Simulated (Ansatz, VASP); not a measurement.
**Be: VASP beside Ansatz**

INCAR

```
SYSTEM = Be
ALGO = Normal
EDIFF = 1E-6
ENCUT = 520
GGA = PE
ISIF = 2
ISMEAR = -1
LASPH = .TRUE.
LCHARG = .TRUE.
LELF = .TRUE.
LREAL = .FALSE.
LVHAR = .TRUE.
LWAVE = .FALSE.
NBANDS = 9
NELM = 60
PREC = Accurate
SIGMA = 0.08
```

The input KPOINTS:

```
k-points
0
G
  19 19 11
  0 0 0
```

Contents of POSCAR:

```
Be
1.0
    1.6526820431      0.0000000000      0.0000000000
   -0.8263410215      1.4312646337      0.0000000000
    0.0000000000      0.0000000000      2.6730495382
Be
2
Direct
    0.3333333333      0.6666666667      0.2500000000
    0.6666666667      0.3333333333      0.7500000000
```

Input for Ansatz:

```yaml
crystal:
  lattice:
    - [1.6526820431, 0.0, 0.0]
    - [-0.8263410215, 1.4312646337, 0.0]
    - [0.0, 0.0, 2.6730495382]
  atoms:
    - { symbol: Be, position: [0.3333333333, 0.6666666667, 0.25] }
    - { symbol: Be, position: [0.6666666667, 0.3333333333, 0.75] }
kpoints:
  mp_grid: { grid: [19, 19, 11] }
  band_path:
    path:
      - [0.0, 0.0, 0.0]
      - [0.5, 0.0, 0.0]
      - [0.3333333333, 0.3333333333, 0.0]
      - [0.0, 0.0, 0.0]
      - [0.0, 0.0, 0.5]
      - [0.5, 0.0, 0.5]
      - [0.3333333333, 0.3333333333, 0.5]
      - [0.0, 0.0, 0.5]
      - [0.5, 0.0, 0.5]
    npoints: 8
scf:
  occupations: { method: fermi_dirac, width: 0.08 }
hamiltonian:
  xc: pbe
  pseudopotentials: { kind: paw }
output:
  forces: true
  stress: true
  eigenvalues: true
  populations: true
  dos: { projected: true, de: 0.2, e_range: [-14, 8] }
```

Change from the starting cell: volume scaled by 0.4, PAW files.

Alike in both runs: task single point; functional PBE; k mesh 19 × 19 × 11; occupations fermi-dirac, width 0.08 eV; no spin polarisation.

|  | VASP | Ansatz |
| --- | --- | --- |
| version | VASP 6.6.1 | Ansatz 0.2.0 |
| potentials or method | VASP PAW PBE potentials, release 64 (Be) | PAW with Ansatz's default frozen-core files, scalar-relativistic |
| plane-wave cutoff (eV) | 520 | 420 |
| valence electrons in the cell | 4 | 4 |

Ansatz gave:

- pressure (GPa): 509.7
- largest component of the traceless stress (GPa): 0.05

Problem. Estimate VASP's values.

Solution. Pressure (GPa): 514.2; largest component of the traceless stress (GPa): 0.09.

With one functional, cell and mesh, what is left measures potentials, basis and numerics.

Caveats: the cell as given lies far from equilibrium; so large a pressure means that the cell lies far from this level's equilibrium, or that cutoff or potentials fall short (VASP).
